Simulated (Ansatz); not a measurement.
## Pd in Ansatz: the effect of functional

Crystal: Pd.

```
CELL_PARAMETERS angstrom
0.00000 1.90676 1.90676
1.90676 0.00000 1.90676
1.90676 1.90676 0.00000
ATOMIC_POSITIONS crystal
Pd 0.00000 0.00000 0.00000
```

The cell isn't the ideal one: volume scaled by 0.94.

Alike in all runs:

```yaml
Program: Ansatz 0.2.0
Task: single point
Potentials_or_basis: Ansatz PAW
k_mesh: 12 × 12 × 12
Occupations: fermi-dirac, width 0.05 eV
Spin: no spin polarisation
```

```tsv
functional	cutoff	pressure (GPa)
LDA	420 eV (not typed: the program's choice for these potentials)	4.6
r2SCAN	500 eV (not typed: the program's choice for these potentials)	?
PBE	420 eV (not typed: the program's choice for these potentials)	21.8
```

What does the run with functional r2SCAN give?

Pressure 16.5 GPa.

Caveats: the PAW data sets come from PBE, with cores solved anew for the run's functional, which leaves a small shift of forces and pressure (some runs).
